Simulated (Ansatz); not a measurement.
Starting cell, BeO (wurtzite):

```yaml
crystal:
  lattice:
    - [2.71181, 0.00000, 0.00000]
    - [-1.35591, 2.34850, 0.00000]
    - [0.00000, 0.00000, 4.40456]
  atoms:
    - { symbol: Be, position: [0.66667, 0.33333, 0.00149] }
    - { symbol: Be, position: [0.33333, 0.66667, 0.50149] }
    - { symbol: O, position: [0.66667, 0.33333, 0.62371] }
    - { symbol: O, position: [0.33333, 0.66667, 0.12371] }
```

In this cell atom 4 (O, nearest neighbour Be at 1.656 Å; its periodic images, 2.7 Å or more away, move with it) is moved by u·(0.707, 0.707, 0.000) + v·(0.000, 0.000, 1.000); the rest is frozen.

These are PBE (plane waves to 420 eV, PAW, scalar-relativistic; Ansatz, a program for electronic structure) values and carry that method's errors. k mesh 11×11×6 (Γ-centred), Fermi-Dirac smearing 0.05 eV. Points where atoms come too close for the PAW data are left out (x in tables, blank in figures). Fu and Fv are the components of the force on the atom. BeO was relaxed with its symmetry unable to fall.

Changes of Fv (eV/Å) from the point u = 0.000 Å, v = 0.000 Å when one coordinate moves alone (two changes are said to add if the coupling is within 5 % of the smaller one, nearly so within 20 %):

| point | change |
|---|---|
| u = 0.000 Å, v = -0.410 Å | 5.229 |
| u = 0.000 Å, v = -0.273 Å | 3.869 |
| u = 0.000 Å, v = -0.137 Å | 2.224 |
| u = -0.410 Å, v = 0.000 Å | 3.773 |
| u = -0.273 Å, v = 0.000 Å | 1.376 |
| u = -0.137 Å, v = 0.000 Å | 0.293 |
| u = 0.137 Å, v = 0.000 Å | 0.232 |
| u = 0.273 Å, v = 0.000 Å | 0.841 |
| u = 0.410 Å, v = 0.000 Å | 1.721 |
| u = 0.000 Å, v = 0.137 Å | -3.263 |
| u = 0.000 Å, v = 0.273 Å | -8.445 |
| u = 0.000 Å, v = 0.410 Å | -17.332 |

**Question.** Do the two effects add at u = 0.273 Å, v = -0.273 Å? Give the computed change.

**Answer.** The sum of the single changes is 0.841 + (3.869) = 4.710; the calculation gives 4.514, so the coupling contributes -0.196 (over 20 % of the smaller single change, not additive).

**Question.** Do the two effects add at u = -0.273 Å, v = 0.410 Å? Give the computed change.

**Answer.** The sum of the single changes is 1.376 + (-17.332) = -15.956; the calculation gives -14.759, so the coupling contributes 1.197 (over 20 % of the smaller single change, not additive).

**Question.** Do the two effects add at u = -0.273 Å, v = 0.137 Å? Give the computed change.

**Answer.** The sum of the single changes is 1.376 + (-3.263) = -1.887; the calculation gives -1.871, so they add (within 5 % of the smaller single change).

(A displaced cell: forces are minus the slopes of the energy, force constants its curvatures, and phonons follow from these.)
